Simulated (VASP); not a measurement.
## Te: band structure with rSCAN

Crystal: Te.

```xyz
1
Lattice="2.3059 1.3313 1.6910 -2.3059 1.3313 1.6910 0.0000 -2.6626 1.6910" Properties=species:S:1:pos:R:3 pbc="T T T"
Te    0.0000    0.0000    2.5364
```

This isn't the form of Te at room conditions, which is trigonal, of chains.

| Item | Value |
| --- | --- |
| Program | VASP 6.6.1 |
| Task | band structure |
| Functional | rSCAN |
| Potentials or basis | VASP PAW PBE potentials, release 64 (Te) |
| Cutoff | 520 eV |
| k mesh | 9 × 9 × 9 |
| Occupations | fermi-dirac, width 0.05 eV |
| Spin | no spin polarisation |
| Further INCAR settings | ALGO = Normal; EDIFF = 1e-06 |

- Pressure: 2.4 GPa
- Band gap along the path: none (metal or under the smearing width)

Stress tensor (GPa, compression positive):
```
2.35 0.00 0.00
0.00 2.35 0.00
0.00 0.00 2.46
```

Levels at the corners of the path, in eV from the Fermi level:
| point | band 1 | band 2 | band 3 | band 4 | band 5 | band 6 | band 7 |
| --- | --- | --- | --- | --- | --- | --- | --- |
| Γ | -14.62 | 0.95 | 1.50 | 1.50 | 6.36 | 6.36 | 7.45 |
| P | -8.50 | -3.71 | -3.71 | -2.71 | 4.34 | 4.34 | 5.42 |
| P | -8.50 | -3.71 | -3.71 | -2.71 | 4.34 | 4.34 | 5.42 |
| Z | -8.40 | -3.72 | -3.72 | -2.73 | 4.24 | 4.24 | 5.71 |
| Z | -8.40 | -3.72 | -3.72 | -2.73 | 4.24 | 4.24 | 5.71 |
| Q | -8.78 | -3.68 | -3.68 | -2.65 | 4.63 | 4.63 | 5.05 |
| Q | -8.78 | -3.68 | -3.68 | -2.65 | 4.63 | 4.63 | 5.05 |
| Γ | -14.62 | 0.95 | 1.50 | 1.50 | 6.36 | 6.36 | 7.45 |
| Γ | -14.62 | 0.95 | 1.50 | 1.50 | 6.36 | 6.36 | 7.45 |
| F | -10.58 | -5.31 | -4.56 | 2.24 | 4.16 | 11.05 | 12.84 |
| F | -10.58 | -5.31 | -4.56 | 2.24 | 4.16 | 11.05 | 12.84 |
| P1 | -8.50 | -3.71 | -3.71 | -2.71 | 4.34 | 4.34 | 5.42 |
| P1 | -8.50 | -3.71 | -3.71 | -2.71 | 4.34 | 4.34 | 5.42 |
| Q1 | -8.78 | -3.68 | -3.68 | -2.65 | 4.63 | 4.63 | 5.05 |
| Q1 | -8.78 | -3.68 | -3.68 | -2.65 | 4.63 | 4.63 | 5.05 |
| L | -12.63 | -6.65 | 2.55 | 2.93 | 7.98 | 9.71 | 10.65 |
| L | -12.63 | -6.65 | 2.55 | 2.93 | 7.98 | 9.71 | 10.65 |
| Z | -8.40 | -3.72 | -3.72 | -2.73 | 4.24 | 4.24 | 5.71 |

Wall time 35 s on 1 thread of Intel(R) Xeon(R) Platinum 8559C (Emerald Rapids), on a shared host, peak memory 0.16 GiB.

Caveat: the PAW data sets were made with another functional, which shifts forces and pressure a little; spin-orbit coupling is left out, which moves the levels of the heavy elements.
